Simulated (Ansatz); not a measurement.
Al2Au in Ansatz: the effect of functional

Crystal: Al2Au.

```
Au Al
1.0
     0.00000    2.97987    2.97987
     2.97987    0.00000    2.97987
     2.97987    2.97987    0.00000
Au Al
1 2
Cartesian
  0.0000 0.0000 0.0000
  4.4698 4.4698 4.4698
  1.4899 1.4899 1.4899
```

The cell isn't the ideal one: volume scaled by 0.98.

Alike in all runs:

| Item | Value |
| --- | --- |
| Program | Ansatz 0.2.0 |
| Task | single point |
| Potentials or basis | Ansatz PAW |
| k mesh | 8 × 8 × 8 |
| Occupations | fermi-dirac, width 0.05 eV |
| Spin | no spin polarisation |

**Question.** One run gave: pressure 5.8 GPa. Which functional did it use?
A. PBE
B. r2SCAN
C. LDA

**Answer.** A.

```csv
functional,cutoff,pressure (GPa)
LDA,420 eV (not typed: the program's choice for these potentials),-0.4
r2SCAN,500 eV (not typed: the program's choice for these potentials),3.0
PBE,420 eV (not typed: the program's choice for these potentials),5.8
```

Caveats: the PAW data sets come from PBE, with cores solved anew for the run's functional, which leaves a small shift of forces and pressure (some runs).
